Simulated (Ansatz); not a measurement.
# SnTe (Fm-3m) in Ansatz: settings compared

One crystal, SnTe, is run at these levels: r2SCAN, rPW86-PBE+rVV10; tasks: elastic constants, single point, equation of state.

Program: Ansatz 0.2.0. These are calculated values, not measurements. Logs are shortened: lines on timing, memory, paths and dates and some standing lists are left out, and cuts for length are marked.

**The experiment to reproduce.**

From a printed reference work, textbook, for a bulk crystal of SnTe at 300 K: band gap 0.18 eV (direct).

The runs below are set against these values where they give the same quantity.

### 1 The structure

The structure is cubic, space group Fm-3m (No. 225). The conventional cell has a = 6.302 Å, b = 6.302 Å, c = 6.302 Å, α = 90.00°, β = 90.00°, γ = 90.00°. Around Te (site symmetry m-3m) lie 6 Sn at 3.15 Å. Sn (site symmetry m-3m) is surrounded by 6 Te at 3.15 Å.

### 2 Elastic constants, r2SCAN

The input, input.yaml:

```yaml
crystal:
  lattice:
    - [0.0, 3.15085, 3.15085]
    - [3.15085, 0.0, 3.15085]
    - [3.15085, 3.15085, 0.0]
  atoms:
    - { symbol: Te, position: [0.5, 0.5, 0.5] }
    - { symbol: Sn, position: [0.0, 0.0, 0.0] }
hamiltonian:
  xc: r2scan
  pseudopotentials: { kind: paw }
kpoints:
  mp_grid: { grid: [6, 6, 6] }
scf:
  occupations: { method: fixed }
output:
  forces: true
  stress: true
elastic:
  mode: relaxed_ion
  stencil: two_point
```

Potentials or basis: Ansatz PAW.

Started as:

```sh
$ ansatz run input.yaml --threads 2 --pin off --max-ram 5120MiB --backend cpu --events-out ev --progress --plain --runs-dir out
```

Standard output:

```text
Warning: RAYON_NUM_THREADS=2 ignored (pool sized by the plan → 2); use --threads N
Engine: ansatz 0.2.0, aarch64-unknown-linux-gnu
Pseudopotentials: kind: paw
Pseudopotential: Te, paw, valence charge 16, recommended cutoff 500 eV (meta_gga), Te.paw.azcp
Pseudopotential: Sn, paw, valence charge 14, recommended cutoff 500 eV (meta_gga), Sn.paw.azcp
Functional definition: r2SCAN
  parameter k0 = 0.174
  parameter k1 = 0.065
  parameter a1 = 4.9479
  exchange = r2scan_x(k0 = k0, k1 = k1, a1 = a1)
  correlation = r2scan_c
Crystal: 2 atoms, lattice volume = 62.562 Å³
Basis set: ecut = 500 eV, 1639 PW (Γ), exchange–correlation on 144×144×144 points (64 copies of the dense FFT grid, shifted against one another)
Bands: 19, of which v1, the nominal top of the filled ones, is band 15 counted from 1 (14 counted from 0)
Symmetry: 48 space group operations
Space group: Fm-3m (ITA 225), of the structure as read, at distance tolerance 4.0e-5 Å
k-points: 16 of 216
Non-local potential: Te, projectors of the file, l = 0: 2, l = 1: 2, l = 2: 2, l = 3: 2
Non-local potential: Sn, projectors of the file, l = 0: 2, l = 1: 2, l = 2: 2, l = 3: 2
PAW form: soft (Blöchl's): semilocal exchange-correlation on the pseudo side does not see the compensation charge
PAW frozen core: Te, regenerated for the run's functional (the file was generated under x = pbe(κ = 0.804, μ = 0.2195149727645171), c = pbe(β = 0.06672455060314922))
PAW frozen core: Sn, regenerated for the run's functional (the file was generated under x = pbe(κ = 0.804, μ = 0.2195149727645171), c = pbe(β = 0.06672455060314922))
PAW one-centre angular grid: Te, 590 points (default); XC on 160 Gauss nodes
PAW one-centre angular grid: Sn, 590 points (default); XC on 249 of its mesh's 2787 points in the sphere
Initial density: superposition of atomic densities (neutral atoms: chi_scale 0, normalization atom), corrected by the library's trained network
Initial wavefunctions: pseudopotential atomic-orbital guess
Functional: x = r2scan, c = r2scan; τ floored in thin density (d = 2e-4 eV/Å³)
SCF iter   1: F=—  HF=-13033.958747 eV  |F-HF|=—  |Δ(HF+E_count)|=         —  Δρ=3.42e-3  dr2=5.57e-3  dr2_τ=6.14e-4  ethr=1.77e-3  ⟨swp⟩=4.9  Hψ=1300  notcnv=0  defer=27
preconditioner: auto → none  [insulator: Δε(μ)=0.000 eV  Ē_g=9.182 eV  n_scr=14 (ndim 8)  ℏωp=14.8 eV  f_vac=0.009  ε∞_Penn≈3.6]
SCF iter   2: F=—  HF=-13033.969175 eV  |F-HF|=—  |Δ(HF+E_count)|=   1.04e-2  Δρ=1.30e-3  dr2=8.42e-4  dr2_τ=2.81e-5  ethr=1.86e-5  ⟨swp⟩=2.8  Hψ=649  notcnv=0  defer=29
SCF iter   3: F=—  HF=-13033.969518 eV  |F-HF|=—  |Δ(HF+E_count)|=   3.43e-4  Δρ=3.97e-4  dr2=4.73e-5  dr2_τ=3.54e-6  ethr=2.81e-6  ⟨swp⟩=2.0  Hψ=580  notcnv=0  defer=28
SCF iter   4: F=—  HF=-13033.969536 eV  |F-HF|=—  |Δ(HF+E_count)|=   1.81e-5  Δρ=1.09e-4  dr2=3.19e-6  dr2_τ=8.35e-8  ethr=1.58e-7  ⟨swp⟩=2.0  Hψ=456  notcnv=0  defer=22
SCF iter   5: F=—  HF=-13033.969538 eV  |F-HF|=—  |Δ(HF+E_count)|=   2.17e-6  Δρ=2.71e-5  dr2=1.00e-6  dr2_τ=4.21e-9  ethr=1.06e-8  ⟨swp⟩=2.1  Hψ=545  notcnv=0  defer=4
[... 61 lines left out ...]
SCF 6 converged in 5 iterations: F = -13033.969523 eV  dr2 = 4.80e-14
SCF converged after 2 iterations
Free energy (F): -13033.969538 eV
Harris-Foulkes:  -13033.969538 eV  (|F-HF|=3.64e-12)
Internal energy: -13033.969538 eV  (E = F + TS)
E sigma→0 (E₀):  -13033.969538 eV
Fermi energy:    9.836392 eV
--- Per-component energies (eV) ---
  E_band       = -374.949178
  E_kinetic    = 365.730961
  E_local      = -2153.188853  (includes V_loc(G=0)·N_el)
  E_nonlocal   = -343.622688
  E_hartree    = 1354.806011
  E_xc         = -491.111459
  E_vxc        = -217.331705  (∫ρ·V_xc dr)
  E_paw        = -8842.113125  (= ΣΔE_a)
  E_vpaw       = -749.535819  (= ΣTr[D̂ρ^β])
  E_aug_tail   = -0.000036  (compensation charges beyond the density's cutoff)
  E_vtau       = 13.386941  (kinetic-family band-sum trace: ∫τ·v_τ [+ j·A + Jᵃ·Aᵃ] dr)
  E_ewald      = -2925.490525
  E_core_change = 1.020175  (= ΣΔE_core)
  E_smearing   = -0.000000  (= −TS)
  E_closure    = 0.000000  (closes the sum)
  Σ components = -13033.969538   (vs F -13033.969538, Δ=0.00e0)
--- Forces (eV/Å), atoms counted from 1 ---
  atom   1  Te     0.00000000    -0.00000000    -0.00000000
  atom   2  Sn     0.00000000    -0.00000000    -0.00000000
  max |Σ_I F_I| component: 4.00e-29 eV/Å
--- Stress (GPa, compression-positive) ---
        1.784527       0.000000      -0.000000
        0.000000       1.784527       0.000000
       -0.000000      -0.000000       1.784527
  P = ⅓ Tr σ = 1.7845 GPa (17.845 kbar)
--- Band table (eV; the first three rows and the last of 16) ---
  k-point 0: bands = ["-28.3573", "-28.3573", "-28.3509", "-28.3509", "-28.3509", "-13.0831", "-13.0831", "-13.0783", "-13.0783", "-13.0783", "-3.7509", "5.0161", "7.2604", "7.2604", "7.2604", "13.1829", "13.1829", "13.1829", "14.7321"]
  k-point 1: bands = ["-28.3572", "-28.3572", "-28.3508", "-28.3507", "-28.3507", "-13.0848", "-13.0848", "-13.0780", "-13.0767", "-13.0767", "-3.5061", "3.7009", "7.3114", "7.3114", "8.2000", "12.0653", "12.0653", "12.1977", "14.7428"]
  k-point 2: bands = ["-28.3571", "-28.3571", "-28.3506", "-28.3503", "-28.3503", "-13.0885", "-13.0885", "-13.0772", "-13.0731", "-13.0731", "-2.8666", "1.8635", "7.4830", "7.4830", "9.1329", "10.6397", "10.6397", "10.8385", "15.9178"]
  k-point 15: bands = ["-28.3576", "-28.3568", "-28.3508", "-28.3499", "-28.3495", "-13.1000", "-13.0825", "-13.0786", "-13.0712", "-13.0673", "-1.9892", "2.1730", "4.1247", "5.0178", "7.6179", "11.8944", "13.3721", "15.3627", "15.6136"]
--- Elastic constants: 2 strain directions × 2 members + reference (group order 48) ---
  dense FFT box of the reference and of every strained cell: 36×36×36
  strains applied: 11, 23; error gains: componentwise 1.00 (the most a stress slope's error grows in a printed constant), spectral 1.73 (1 for all six strains in a standard setting)
  C = ∂σ_k/∂η_j (tension-positive GPa; Voigt order 11 22 33 23 13 12):
       147.310      5.805      5.805     -0.000      0.000     -0.000
         5.805    147.310      5.805     -0.000     -0.000      0.000
         5.805      5.805    147.310      0.000     -0.000     -0.000
        -0.000      0.000      0.000     18.034     -0.000      0.000
        -0.000      0.000      0.000      0.000     18.034      0.000
        -0.000      0.000     -0.000      0.000     -0.000     18.034
  reference stress σ⁰ (GPa):     -1.785     -1.785     -1.785      0.000     -0.000     -0.000
  C* (energy form; C + prestress term) asymmetry max|C*_kj − C*_jk| = 4.441e-15 GPa — a small one proves nothing (zero by symmetry where the batch's group is 432, −43m or m−3m); a large one is finite-difference/SCF noise where every solve meets its electron count
  moduli (Voigt/Reuss/Hill, GPa): K = 52.97/52.97/52.97   G = 39.12/25.69/32.41   E = 80.75   ν = 0.246
  mechanically stable: yes (min eigenvalue of sym C = 18.03 GPa)
  strain η (Voigt 11):  stress-route row diagonal C_11 = 147.31 GPa, energy-path curvature d²(F+E_count+ΔE)/dδ²/Ω₀ = 147.32 GPa
         δ    σ_11 (GPa)             F (eV)   n_scf  n_hpsi   n_pw
    -2.000e-3      -2.0827      -13033.9680290       8   11920   1600   relax 0 steps, max|allowed force component| 6.09e-29 eV/Å
     2.000e-3      -1.4935      -13033.9708172       6    9938   1639   relax 0 steps, max|allowed force component| 5.67e-29 eV/Å
  strain η (Voigt 23):  stress-route row diagonal C_44 = 18.03 GPa, energy-path curvature d²(F+E_count+ΔE)/dδ²/Ω₀ = 18.94 GPa
         δ    σ_23 (GPa)             F (eV)   n_scf  n_hpsi   n_pw
    -2.000e-3      -0.0361      -13033.9695231       9   17214   1615   relax 0 steps, max|allowed force component| 1.34e-29 eV/Å
     2.000e-3       0.0361      -13033.9695231       5   12247   1615   relax 0 steps, max|allowed force component| 1.26e-29 eV/Å
```

elastic.tsv:

```text
[... 16 lines left out ...]
6	-1.9119478779e-29	1.8725048385e-29	-7.8886090522e-31	2.3665827157e-30	-1.5777218104e-30	1.8033821963e1	-1.8528889464e-16	-1.8528889464e-16	-1.8528889464e-16	2.3665827157e-30	-1.5777218104e-30	1.8033821963e1	-2.3454868096e-40	9.6296497219e-35	-2.3738745902e-66	-1.2037062152e-35	-1.2037062152e-35	-3.3858340754e-3
```

elastic_members.tsv:

```text
# convention: tension-positive GPa; Voigt order 11 22 33 23 13 12; engineering shear strains; stresses and constants hold the Pulay correction, whose part of sigma0, of c and of each member's stress the lines and columns named pulay_correction_..._gpa give (of c_energy it is that of c and, on the columns of strains 1 to 3, that of sigma0; of a layer's constants it is that of c in the plane, times a tenth of its plane spacing in ang); where a line pulay_correction_withheld stands none holds it
[... 10 lines left out ...]
3	2.0000000000e-3	-1.7844803313e0	-1.7845803482e0	-1.7845803482e0	3.6067827242e-2	-2.7793334197e-16	0.0000000000e0	-1.3033969523e4	-1.3033969523e4	5	12247	1615	0	1.2621774484e-29	0.0000000000e0	-1.2160608687e-2	-1.2149732290e-2	-1.2149732290e-2	-6.7712608566e-6	-0.0000000000e0	2.1204631192e-21	5.1180933996e-6	0.0000000000e0
```

Run time: 17 s. Hardware: 2 threads of Arm Neoverse V2, shared host; peak memory 0.59 GiB.

What came out:

| Quantity | Value |
| --- | --- |
| Free energy | -13033.9695 eV |
| Pressure | 1.8 GPa |
| Band gap on the k mesh | 0.03 eV, direct |
| Elastic constants C11, C12, C44 | 147, 6, 18 GPa |
| Voigt bulk modulus | 53 GPa |

Elastic tensor in Voigt notation (GPa, in the Cartesian axes of the cell as first typed):
```
147   6   6   0   0   0
  6 147   6   0   0   0
  6   6 147   0   0   0
  0   0   0  18   0   0
  0   0   0   0  18   0
  0   0   0   0   0  18
```

Caveat: spin-orbit coupling is left out, which moves the levels of the heavy elements; the PAW data sets come from PBE, with cores solved anew for the run's functional, which leaves a small shift of forces and pressure.

### 3 Single point, rPW86-PBE+rVV10, 29.40 Å³/atom (volume scaled by 0.94)

The input, input.yaml:

```yaml
crystal:
  lattice:
    - [0.0, 3.0865288906, 3.0865288906]
    - [3.0865288906, 0.0, 3.0865288906]
    - [3.0865288906, 3.0865288906, 0.0]
  atoms:
    - { symbol: Te, position: [0.5, 0.5, 0.5] }
    - { symbol: Sn, position: [0.0, 0.0, 0.0] }
hamiltonian:
  xc: { exchange: rpw86, correlation: pbe }
  pseudopotentials: { kind: paw }
  dispersion: rvv10
kpoints:
  mp_grid: { grid: [7, 7, 7] }
scf:
  occupations: { method: fermi_dirac, width: 0.05 }
output:
  forces: true
  stress: true
  eigenvalues: true
```

Potentials or basis: Ansatz PAW.

Started as:

```sh
$ ansatz run input.yaml --threads 2 --pin off --max-ram 5120MiB --backend cpu --events-out ev --progress --plain --runs-dir out
```

It took 1.4 s on 2 threads of Arm Neoverse V2, shared host; peak memory 0.37 GiB.

It converged, with:

```yaml
Free_energy: -13095.6461 eV
Pressure: 7.5 GPa
```

Caveat: this odd mesh misses L, where the gap lies, so gap, dielectric constants and Born charges aren't listed; the PAW data sets come from PBE, with cores solved anew for the run's functional, which leaves a small shift of forces and pressure.

### 4 Single point, rPW86-PBE+rVV10, 30.03 Å³/atom (volume scaled by 0.96)

Changes to input.yaml since step 3:

```diff
@@ -2,5 +2,5 @@
   lattice:
-    - [0.0, 3.0865288906, 3.0865288906]
-    - [3.0865288906, 0.0, 3.0865288906]
-    - [3.0865288906, 3.0865288906, 0.0]
+    - [0.0, 3.1082657258, 3.1082657258]
+    - [3.1082657258, 0.0, 3.1082657258]
+    - [3.1082657258, 3.1082657258, 0.0]
   atoms:
```

Started as:

```sh
$ ansatz run input.yaml --threads 2 --pin off --max-ram 5120MiB --backend cpu --events-out ev --progress --plain --runs-dir out
```

Run time: 1.6 s. Hardware: 2 threads of Arm Neoverse V2, shared host; peak memory 0.36 GiB.

The run converged. Its results:

```
Free energy : -13095.6991 eV
Pressure    : 6.1 GPa
```

Caveat: this odd mesh misses L, where the gap lies, so gap, dielectric constants and Born charges aren't listed; the PAW data sets come from PBE, with cores solved anew for the run's functional, which leaves a small shift of forces and pressure.

### 5 Single point, rPW86-PBE+rVV10, 30.66 Å³/atom (volume scaled by 0.98)

Changes to input.yaml since step 4:

```diff
@@ -2,5 +2,5 @@
   lattice:
-    - [0.0, 3.1082657258, 3.1082657258]
-    - [3.1082657258, 0.0, 3.1082657258]
-    - [3.1082657258, 3.1082657258, 0.0]
+    - [0.0, 3.1297027185, 3.1297027185]
+    - [3.1297027185, 0.0, 3.1297027185]
+    - [3.1297027185, 3.1297027185, 0.0]
   atoms:
@@ -20 +20,5 @@
   eigenvalues: true
+  write_density: true
+  write_potential: true
+  elf: true
+  volumetric_format: npy
```

Started as:

```sh
$ ansatz run input.yaml --threads 2 --pin off --max-ram 5120MiB --backend cpu --events-out ev --progress --plain --runs-dir out
```

Run time: 1.9 s. Hardware: 2 threads of Arm Neoverse V2, shared host; peak memory 0.37 GiB.

Results (log left out):

```
Free energy : -13095.7415 eV
Pressure    : 4.8 GPa
```

Caveat: this odd mesh misses L, where the gap lies, so gap, dielectric constants and Born charges aren't listed; the PAW data sets come from PBE, with cores solved anew for the run's functional, which leaves a small shift of forces and pressure.

### 6 Single point, rPW86-PBE+rVV10, 31.28 Å³/atom

Changes to input.yaml since step 5:

```diff
@@ -2,5 +2,5 @@
   lattice:
-    - [0.0, 3.1297027185, 3.1297027185]
-    - [3.1297027185, 0.0, 3.1297027185]
-    - [3.1297027185, 3.1297027185, 0.0]
+    - [0.0, 3.15085, 3.15085]
+    - [3.15085, 0.0, 3.15085]
+    - [3.15085, 3.15085, 0.0]
   atoms:
```

Potentials or basis: Ansatz PAW.

Started as:

```sh
$ ansatz run input.yaml --threads 2 --pin off --max-ram 5120MiB --backend cpu --events-out ev --progress --plain --runs-dir out
```

Wall time 1.7 s (2 threads of Arm Neoverse V2, shared host); peak memory 0.38 GiB.

It converged, with:

- Free energy: -13095.7743 eV
- Pressure: 3.6 GPa

Caveat: this odd mesh misses L, where the gap lies, so gap, dielectric constants and Born charges aren't listed; the PAW data sets come from PBE, with cores solved anew for the run's functional, which leaves a small shift of forces and pressure.

### 7 Single point, rPW86-PBE+rVV10, 31.91 Å³/atom (volume scaled by 1.02)

Changes to input.yaml since step 6:

```diff
@@ -2,5 +2,5 @@
   lattice:
-    - [0.0, 3.15085, 3.15085]
-    - [3.15085, 0.0, 3.15085]
-    - [3.15085, 3.15085, 0.0]
+    - [0.0, 3.1717171644, 3.1717171644]
+    - [3.1717171644, 0.0, 3.1717171644]
+    - [3.1717171644, 3.1717171644, 0.0]
   atoms:
@@ -20,5 +20 @@
   eigenvalues: true
-  write_density: true
-  write_potential: true
-  elf: true
-  volumetric_format: npy
```

Started as:

```sh
$ ansatz run input.yaml --threads 2 --pin off --max-ram 5120MiB --backend cpu --events-out ev --progress --plain --runs-dir out
```

Run time: 1.5 s. Hardware: 2 threads of Arm Neoverse V2, shared host; peak memory 0.37 GiB.

It converged, with:

```
Free energy : -13095.7984 eV
Pressure    : 2.6 GPa
```

Caveat: this odd mesh misses L, where the gap lies, so gap, dielectric constants and Born charges aren't listed; the PAW data sets come from PBE, with cores solved anew for the run's functional, which leaves a small shift of forces and pressure.

### 8 Single point, rPW86-PBE+rVV10, 32.53 Å³/atom (volume scaled by 1.04)

Changes to input.yaml since step 7:

```diff
@@ -2,5 +2,5 @@
   lattice:
-    - [0.0, 3.1717171644, 3.1717171644]
-    - [3.1717171644, 0.0, 3.1717171644]
-    - [3.1717171644, 3.1717171644, 0.0]
+    - [0.0, 3.1923133075, 3.1923133075]
+    - [3.1923133075, 0.0, 3.1923133075]
+    - [3.1923133075, 3.1923133075, 0.0]
   atoms:
@@ -20 +20,5 @@
   eigenvalues: true
+  write_density: true
+  write_potential: true
+  elf: true
+  volumetric_format: npy
```

Started as:

```sh
$ ansatz run input.yaml --threads 2 --pin off --max-ram 5120MiB --backend cpu --events-out ev --progress --plain --runs-dir out
```

It took 2.1 s on 2 threads of Arm Neoverse V2, shared host; peak memory 0.37 GiB.

The run converged. Its results:

| Quantity | Value |
| --- | --- |
| Free energy | -13095.8146 eV |
| Pressure | 1.6 GPa |

Caveat: this odd mesh misses L, where the gap lies, so gap, dielectric constants and Born charges aren't listed; the PAW data sets come from PBE, with cores solved anew for the run's functional, which leaves a small shift of forces and pressure.

### 9 Single point, rPW86-PBE+rVV10, 33.16 Å³/atom (volume scaled by 1.06)

Changes to input.yaml since step 8:

```diff
@@ -2,5 +2,5 @@
   lattice:
-    - [0.0, 3.1923133075, 3.1923133075]
-    - [3.1923133075, 0.0, 3.1923133075]
-    - [3.1923133075, 3.1923133075, 0.0]
+    - [0.0, 3.2126470615, 3.2126470615]
+    - [3.2126470615, 0.0, 3.2126470615]
+    - [3.2126470615, 3.2126470615, 0.0]
   atoms:
@@ -20,5 +20 @@
   eigenvalues: true
-  write_density: true
-  write_potential: true
-  elf: true
-  volumetric_format: npy
```

Potentials or basis: Ansatz PAW.

Started as:

```sh
$ ansatz run input.yaml --threads 2 --pin off --max-ram 5120MiB --backend cpu --events-out ev --progress --plain --runs-dir out
```

It took 1.5 s on 2 threads of Arm Neoverse V2, shared host; peak memory 0.37 GiB.

The run converged. Its results:

```
Free energy : -13095.8238 eV
Pressure    : 0.7 GPa
```

Caveat: this odd mesh misses L, where the gap lies, so gap, dielectric constants and Born charges aren't listed; the PAW data sets come from PBE, with cores solved anew for the run's functional, which leaves a small shift of forces and pressure.

### 10 Equation of state, rPW86-PBE+rVV10

Potentials or basis: Ansatz PAW.

This step only gathers the single runs of the series.

Results:

* Equilibrium volume: 33.75 Å³/atom (rough: see the caveat)
* Bulk modulus: 41 GPa (rough)

Energy against volume, from the lowest point:
```tsv
volume (Å³/atom)	energy (meV/atom)
29.404	88.83
30.030	62.34
30.656	41.14
31.281	24.75
31.907	12.70
32.532	4.57
33.158	0.00
```

Caveat: the potentials were made for another functional, which shifts forces and pressure; this odd mesh misses L, where the gap lies, so gap, dielectric constants and Born charges aren't listed; the minimum lies outside the volumes run.

### 11 Comparison with measurements

Step 2. Against the measured gap of SnTe, 0.18 eV (direct; 300 K; a printed reference work, textbook), the calculated 0.03 eV is off by -0.15 eV. Spin-orbit coupling on Sn, Te is left out. The value is that of r2SCAN on a finite k mesh, which can miss the band edges, without temperature or zero-point motion.
